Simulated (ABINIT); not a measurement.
# Al (Fm-3m) in ABINIT: a series of runs

The runs below take Al through band structure, equation of state, with r2SCAN, BP86+D2, BP86.

All numbers are computed with ABINIT 10.8.3 (patched build); they aren't measurements. Logs are shortened: lines on timing, memory, paths and dates and some standing lists are left out, and cuts for length are marked. The log counts tension as positive stress, the text compression.

**Measured values to compare with.**

From “The interpretation of polycrystalline coherent inelastic neutron scattering from aluminium”, 2013, pmc:3831299, for a bulk crystal of Al: bulk modulus 76.9 GPa.

How close the calculation comes is told below.

### Step 1. The crystal as given

The structure is cubic, space group Fm-3m (No. 225). Conventional cell: a = 4.050 Å, b = 4.050 Å, c = 4.050 Å, α = 90.00°, β = 90.00°, γ = 90.00°. Around Al (site symmetry m-3m) lie 12 Al at 2.86 Å.

### Step 2. Band structure, r2SCAN

run.abi reads:

```
# Datasets: ground state, then fixed potential
ndtset 2

# Pseudopotentials
pp_dirpath "./"
pseudos "Al.LDA_PW-JTH.xml"

# Structure
acell 3*1.0 Angstrom
rprim
     0.0000000000     2.0248050000     2.0248050000
     2.0248050000     0.0000000000     2.0248050000
     2.0248050000     2.0248050000     0.0000000000
ntypat 1
znucl 13
natom 1
typat 1
xred
     0.0000000000     0.0000000000     0.0000000000

# Plane-wave basis
ecut 24.0
pawecutdg 46.0

# Exchange and correlation
ixc -497498
usekden 1
pawxcdev 0

# Bands and occupations
occopt 3
tsmear 0.00183747

# SCF cycle
nstep 100

# Output
iomode 3
prtwf 0
prteig 0
prtebands 0
enunit 2
prtden1 1
prtkden1 1

# Dataset 1
kptopt1 1
ngkpt1 11 11 11
nshiftk1 1
shiftk1 0.0 0.0 0.0
nband1 6
tolvrs1 1.0e-8

# Dataset 2: bands along G-X-W-K-G-L-U-W-L-K
iscf2 -2
getden2 1
getkden2 1
nband2 10
nbdbuf2 2
tolwfr2 1.0e-12
kptopt2 -9
ndivsm2 8
prteig2 1
prtvol2 -3
kptbounds2
     0.0000000000     0.0000000000     0.0000000000
     0.5000000000     0.0000000000     0.5000000000
     0.5000000000     0.2500000000     0.7500000000
     0.3750000000     0.3750000000     0.7500000000
     0.0000000000     0.0000000000     0.0000000000
     0.5000000000     0.5000000000     0.5000000000
     0.6250000000     0.2500000000     0.6250000000
     0.5000000000     0.2500000000     0.7500000000
     0.5000000000     0.5000000000     0.5000000000
     0.3750000000     0.3750000000     0.7500000000
```

Potentials or basis: JTH PAW LDA v2.0.

Started as:

```sh
$ abinit run.abi > log 2>&1
```

run.abo:

```text
.Version 10.8.3 of ABINIT
 DATASET    1 : space group Fm -3 m (#225); Bravais cF (face-center cubic)
================================================================================
 Values of the parameters that define the memory need for DATASET  1.
     intxc =       0    ionmov =       0      iscf =      17    lmnmax =       8
     lnmax =       4     mgfft =      24  mpssoang =       2    mqgrid =    3001
     natom =       1  nloc_mem =       2    nspden =       1   nspinor =       1
    nsppol =       1      nsym =      48    n1xccc =       1    ntypat =       1
    occopt =       3   xclevel =       2
       mpw =         641          nfft =       13824          nkpt =          56
 PAW method is used; the additional fine FFT grid is defined by:
   mgfftf=        36    nfftf =     46656
================================================================================
================================================================================

 DATASET    2 : space group Fm -3 m (#225); Bravais cF (face-center cubic)
================================================================================
 Values of the parameters that define the memory need for DATASET  2.
     intxc =       0    ionmov =       0      iscf =      -2    lmnmax =       8
     lnmax =       4     mgfft =      24  mpssoang =       2    mqgrid =    3001
     natom =       1  nloc_mem =       2    nspden =       1   nspinor =       1
    nsppol =       1      nsym =      48    n1xccc =       1    ntypat =       1
    occopt =       3   xclevel =       2
       mpw =         638          nfft =       13824          nkpt =         139
 PAW method is used; the additional fine FFT grid is defined by:
   mgfftf=        36    nfftf =     46656
================================================================================
================================================================================

--------------------------------------------------------------------------------
------------- Echo of variables that govern the present computation ------------
--------------------------------------------------------------------------------
 -outvars: echo values of preprocessed input variables --------
            acell      1.8897261259E+00  1.8897261259E+00  1.8897261259E+00 Bohr
              amu      2.69815390E+01
             ecut      2.40000000E+01 Hartree
           enunit           2
           getden1          0
           getden2          1
          getkden1          0
          getkden2          1
             iscf1         17
             iscf2         -2
              ixc     -497498
           jdtset        1    2
           kptopt1          1
           kptopt2         -9
         kptrlatt       11    0    0      0   11    0      0    0   11
          kptrlen1     5.95236775E+01
          kptrlen2     3.00000000E+01
            natom           1
            nband1          6
            nband2         10
           nbdbuf1          0
           nbdbuf2          2
           ndtset           2
           ndivsm1          0
           ndivsm2          8
            ngfft          24      24      24
          ngfftdg          36      36      36
             nkpt1         56
             nkpt2        139
            nstep         100
             nsym          48
           ntypat           1
           occopt           3
        pawecutdg      4.60000000E+01 Hartree
         pawxcdev           0
        prtebands           0
           prteig1          0
           prteig2          1
          prtkden           1
           prtvol1          0
           prtvol2         -3
            prtwf           0
            rprim      0.0000000000E+00  2.0248050000E+00  2.0248050000E+00
                       2.0248050000E+00  0.0000000000E+00  2.0248050000E+00
                       2.0248050000E+00  2.0248050000E+00  0.0000000000E+00
           shiftk1     0.00000000E+00  0.00000000E+00  0.00000000E+00
           shiftk2     5.00000000E-01  5.00000000E-01  5.00000000E-01
          spgroup         225
           tolvrs1     1.00000000E-08
           tolvrs2     0.00000000E+00
           tolwfr1     0.00000000E+00
           tolwfr2     1.00000000E-12
           tsmear      1.83747000E-03 Hartree
            typat      1
          usekden           1
           useylm           1
            znucl       13.00000

================================================================================

 chkinp: Checking input parameters for consistency, jdtset=   1.

 chkinp: Checking input parameters for consistency, jdtset=   2.

================================================================================
== DATASET  1 ==================================================================

--- !DatasetInfo
iteration_state: {dtset: 1, }
[... 224 lines left out ...]
 Non-SCF case, kpt    2 (  0.02174  0.00000  0.02174), residuals and eigenvalues=
  1.78E-13  1.56E-13  7.64E-13  2.33E-13  9.86E-14  4.36E-13  3.89E-13  9.11E-13
  1.03E-09  1.88E-09
 -1.0234E-01  8.1100E-01  8.1100E-01  8.1407E-01  8.8226E-01  8.9346E-01
  8.9346E-01  9.7445E-01  1.0754E+00  1.0851E+00
 Non-SCF case, kpt    3 (  0.04348  0.00000  0.04348), residuals and eigenvalues=
[... 670 lines left out ...]
  4.66E-13  4.99E-13  2.52E-13  7.42E-14  1.15E-13  5.84E-13  7.10E-13  7.62E-13
  1.23E-11  9.53E-08
  2.3735E-01  2.5173E-01  3.5673E-01  6.0020E-01  6.6710E-01  9.9412E-01
  1.1153E+00  1.1958E+00  1.1958E+00  1.3801E+00
 Non-SCF case, kpt  138 (  0.38393  0.38393  0.73214), residuals and eigenvalues=
  1.16E-13  9.63E-13  6.68E-14  3.28E-13  3.12E-13  1.25E-13  9.04E-13  3.52E-13
  2.49E-13  1.13E-09
  2.5094E-01  2.6305E-01  3.3206E-01  5.9307E-01  6.5880E-01  9.6813E-01
  1.1491E+00  1.1897E+00  1.2138E+00  1.4018E+00
 Non-SCF case, kpt  139 (  0.37500  0.37500  0.75000), residuals and eigenvalues=
  9.35E-13  3.70E-13  7.04E-13  5.15E-13  9.28E-14  4.96E-14  2.76E-13  2.50E-13
  8.93E-13  7.67E-10
  2.5535E-01  2.7491E-01  3.1960E-01  5.8709E-01  6.5166E-01  9.4266E-01
  1.1781E+00  1.1894E+00  1.2289E+00  1.4193E+00

Result for kinetic energy density :

--------------------------------------------------------------------------------
 Total kinetic energy density [Ha/Bohr^3]
)     Maximum=    1.3943E-02  at reduced coord.    0.0833    0.9167    0.9167
)     Minimum=    6.2008E-03  at reduced coord.    0.2500    0.2500    0.2500
   Integrated=    8.2440E-01
--------------------------------------------------------------------------------

--- !ResultsGS
iteration_state: {dtset: 2, }
comment   : Summary of ground state results
lattice_vectors:
- [  0.0000000,   3.8263269,   3.8263269, ]
- [  3.8263269,   0.0000000,   3.8263269, ]
- [  3.8263269,   3.8263269,   0.0000000, ]
lattice_lengths: [   5.41124,    5.41124,    5.41124, ]
lattice_angles: [ 60.000,  60.000,  60.000, ] # degrees, (23, 13, 12)
lattice_volume:   1.1204080E+02
convergence: {deltae:  0.000E+00, res2:  0.000E+00, residm:  9.978E-13, diffor:  0.000E+00, }
etotal    :  -4.38449442E-01
entropy   :   0.00000000E+00
fermie    :   3.30437217E-01
cartesian_stress_tensor: null
pressure_GPa: null
xred      :
- [  0.0000E+00,   0.0000E+00,   0.0000E+00, Al]
cartesian_forces: null
force_length_stats: {min: null, max: null, mean: null, }
...

 Integrated electronic density in atomic spheres:
 ------------------------------------------------
 Atom  Sphere_radius  Integrated_density
    1        1.90363          0.71647972

================================================================================

 ----iterations are completed or convergence reached----

 Mean square residual over all n,k,spin=   36.832E-14; max=  99.783E-14
 reduced coordinates (array xred) for    1 atoms
       0.000000000000      0.000000000000      0.000000000000

 cartesian coordinates (angstrom) at end:
    1      0.00000000000000     0.00000000000000     0.00000000000000
 length scales=  1.889726125908  1.889726125908  1.889726125908 bohr
              =  1.000000000000  1.000000000000  1.000000000000 angstroms
 Eigenvalues (hartree) for nkpt= 139  k points:
 kpt#   1, nband= 10, wtk=  1.00000, kpt=  0.0000  0.0000  0.0000 (reduced coord)
  -0.10301    0.81960    0.81960    0.81960    0.88389    0.88389    0.88389    0.96758
   1.08450    1.08450
 kpt#   2, nband= 10, wtk=  1.00000, kpt=  0.0217  0.0000  0.0217 (reduced coord)
  -0.10234    0.81100    0.81100    0.81407    0.88226    0.89346    0.89346    0.97445
   1.07536    1.08511
 kpt#   3, nband= 10, wtk=  1.00000, kpt=  0.0435  0.0000  0.0435 (reduced coord)
  -0.10034    0.79290    0.79290    0.79983    0.87750    0.91447    0.91447    0.99267
   1.05039    1.08695
 kpt#   4, nband= 10, wtk=  1.00000, kpt=  0.0652  0.0000  0.0652 (reduced coord)
  -0.09701    0.77241    0.77241    0.78094    0.87003    0.93975    0.93975    1.01530
   1.01820    1.09000
 kpt#   5, nband= 10, wtk=  1.00000, kpt=  0.0870  0.0000  0.0870 (reduced coord)
  -0.09236    0.75173    0.75173    0.76014    0.86037    0.96703    0.96703    0.97499
   1.04830    1.09427
 kpt#   6, nband= 10, wtk=  1.00000, kpt=  0.1087  0.0000  0.1087 (reduced coord)
  -0.08637    0.73157    0.73157    0.73887    0.84908    0.93224    0.99550    0.99550
[... 385 lines left out ...]
 kpt# 135, nband= 10, wtk=  1.00000, kpt=  0.4107  0.4107  0.6786 (reduced coord)
   0.21045    0.22703    0.41853    0.61794    0.68711    1.04510    1.04904    1.15517
   1.21112    1.31447
 kpt# 136, nband= 10, wtk=  1.00000, kpt=  0.4018  0.4018  0.6964 (reduced coord)
   0.22344    0.23931    0.38638    0.60849    0.67655    1.02016    1.08185    1.17565
   1.20304    1.35134
 kpt# 137, nband= 10, wtk=  1.00000, kpt=  0.3929  0.3929  0.7143 (reduced coord)
   0.23735    0.25173    0.35673    0.60020    0.66710    0.99412    1.11531    1.19577
   1.19582    1.38006
 kpt# 138, nband= 10, wtk=  1.00000, kpt=  0.3839  0.3839  0.7321 (reduced coord)
   0.25094    0.26305    0.33206    0.59307    0.65880    0.96813    1.14906    1.18971
   1.21380    1.40177
 kpt# 139, nband= 10, wtk=  1.00000, kpt=  0.3750  0.3750  0.7500 (reduced coord)
   0.25535    0.27491    0.31960    0.58709    0.65166    0.94266    1.17815    1.18938
   1.22889    1.41935
 Eigenvalues (   eV  ) for nkpt= 139  k points:
 kpt#   1, nband= 10, wtk=  1.00000, kpt=  0.0000  0.0000  0.0000 (reduced coord)
  -2.80300   22.30254   22.30254   22.30254   24.05193   24.05193   24.05193   26.32930
  29.51077   29.51077
 kpt#   2, nband= 10, wtk=  1.00000, kpt=  0.0217  0.0000  0.0217 (reduced coord)
  -2.78487   22.06851   22.06851   22.15197   24.00746   24.31241   24.31241   26.51604
  29.26202   29.52742
 kpt#   3, nband= 10, wtk=  1.00000, kpt=  0.0435  0.0000  0.0435 (reduced coord)
  -2.73049   21.57584   21.57584   21.76454   23.87806   24.88394   24.88394   27.01195
  28.58254   29.57730
 kpt#   4, nband= 10, wtk=  1.00000, kpt=  0.0652  0.0000  0.0652 (reduced coord)
  -2.63990   21.01822   21.01822   21.25052   23.67464   25.57187   25.57187   27.62775
  27.70676   29.66041
 kpt#   5, nband= 10, wtk=  1.00000, kpt=  0.0870  0.0000  0.0870 (reduced coord)
  -2.51316   20.45553   20.45553   20.68454   23.41176   26.31426   26.31426   26.53076
  28.52579   29.77654
 kpt#   6, nband= 10, wtk=  1.00000, kpt=  0.1087  0.0000  0.1087 (reduced coord)
  -2.35036   19.90714   19.90714   20.10579   23.10470   25.36749   27.08880   27.08880
[... 386 lines left out ...]
   5.72658    6.17791   11.38875   16.81494   18.69733   28.43861   28.54594   31.43367
  32.95625   35.76855
 kpt# 136, nband= 10, wtk=  1.00000, kpt=  0.4018  0.4018  0.6964 (reduced coord)
   6.08009    6.51187   10.51400   16.55787   18.40975   27.75991   29.43851   31.99114
  32.73652   36.77183
 kpt# 137, nband= 10, wtk=  1.00000, kpt=  0.3929  0.3929  0.7143 (reduced coord)
   6.45861    6.84984    9.70712   16.33229   18.15265   27.05141   30.34922   32.53843
  32.53998   37.55339
 kpt# 138, nband= 10, wtk=  1.00000, kpt=  0.3839  0.3839  0.7321 (reduced coord)
   6.82847    7.15803    9.03568   16.13817   17.92683   26.34422   31.26747   32.37353
  33.02929   38.14410
 kpt# 139, nband= 10, wtk=  1.00000, kpt=  0.3750  0.3750  0.7500 (reduced coord)
   6.94840    7.48062    8.69668   15.97545   17.73268   25.65107   32.05909   32.36458
  33.43992   38.62243

== END DATASET(S) ==============================================================
================================================================================

 -outvars: echo values of variables after computation  --------
            acell      1.8897261259E+00  1.8897261259E+00  1.8897261259E+00 Bohr
           etotal1    -4.3844944174E-01
            fcart1    -0.0000000000E+00 -0.0000000000E+00 -0.0000000000E+00
            rprim      0.0000000000E+00  2.0248050000E+00  2.0248050000E+00
                       2.0248050000E+00  0.0000000000E+00  2.0248050000E+00
                       2.0248050000E+00  2.0248050000E+00  0.0000000000E+00
           strten1     1.2642683950E-04  1.2642683950E-04  1.2642683950E-04
                       0.0000000000E+00  0.0000000000E+00  0.0000000000E+00
 Calculation completed.
```

Wall time 54 s (1 thread of Arm Neoverse V1, shared host); peak memory 0.11 GiB.

What came out:

| Property | Result |
| --- | --- |
| Free energy | -11.9308 eV |
| Pressure | -3.7 GPa |
| Band gap on the k mesh | none (metal or under the smearing width) |
| Valence electrons inside the program's atomic spheres | Al 0.72 (radii [1.0074] Å) |

Levels at the corners of the path, in eV from the Fermi level:
| point | band 1 | band 2 | band 3 | band 4 | band 5 | band 6 |
| --- | --- | --- | --- | --- | --- | --- |
| Γ | -11.79 | 13.31 | 13.31 | 13.31 | 15.06 | 15.06 |
| X | -3.15 | -1.65 | 5.49 | 5.96 | 5.96 | 9.79 |
| W | -0.94 | -0.94 | 0.06 | 1.44 | 16.73 | 16.73 |
| K | -2.04 | -1.51 | -0.29 | 6.98 | 8.74 | 16.66 |
| Γ | -11.79 | 13.31 | 13.31 | 13.31 | 15.06 | 15.06 |
| L | -4.97 | -4.53 | 12.08 | 12.08 | 12.19 | 12.19 |
| U | -2.04 | -1.51 | -0.29 | 6.98 | 8.74 | 16.66 |
| W | -0.94 | -0.94 | 0.06 | 1.44 | 16.73 | 16.73 |
| L | -4.97 | -4.53 | 12.08 | 12.08 | 12.19 | 12.19 |
| K | -2.04 | -1.51 | -0.29 | 6.98 | 8.74 | 16.66 |

Caveat: totals of a meta-GGA on PAW files have another zero than those of a GGA; the PAW data sets were made with another functional, which shifts forces and pressure a little.

(Part 1 of 2 ends here.)
